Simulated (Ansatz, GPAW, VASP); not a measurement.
# One calculation of MgS, 4 ways

```
S Mg
1.0
     0.00000    2.83312    2.83312
     2.83312    0.00000    2.83312
     2.83312    2.83312    0.00000
S Mg
1 1
Direct
  0.25000 0.25000 0.25000
  0.00000 0.00000 0.00000
```

The cell comes from a database or a generator and needn't be the stable form of this composition.

Alike in all runs: task single point; functional LDA; k mesh 8 × 8 × 8; occupations gaussian, width 0.05 eV; no spin polarisation; no spin-orbit coupling. LDA stands for any of its common fits. Pressure is positive in compression and, in plane waves, holds the error of the finite cutoff.

```tsv
program and potentials	plane-wave cutoff (eV)	notes	band gap (eV)	pressure (GPa)
VASP, LDA PAW files Mg, S, 500 eV	500	4 valence electrons an atom on average	3.18	-2.54
VASP, LDA PAW files Mg, S, release 54, 520 eV	520	4 valence electrons an atom on average	3.18	-2.50
Ansatz, all-electron LAPW, scalar-relativistic	-	-	3.17	-2.17
GPAW, the program's PAW data sets (release 1.2.1) made for this functional	800	8 valence electrons an atom on average	3.17	-2.19
```

The band gap spans 3.17 (GPAW, the program's PAW data sets (release 1.2.1) made for this functional) to 3.18 eV (VASP, LDA PAW files Mg, S, release 54, 520 eV), with all-electron results at 3.17. The pressure spans -2.54 (VASP, LDA PAW files Mg, S, 500 eV) to -2.17 GPa (Ansatz, all-electron LAPW, scalar-relativistic), with all-electron results at -2.17.

The functional is the same throughout but for its coding, so the spread measures potentials, basis and numerics; runs on potential files found faulty are left out.
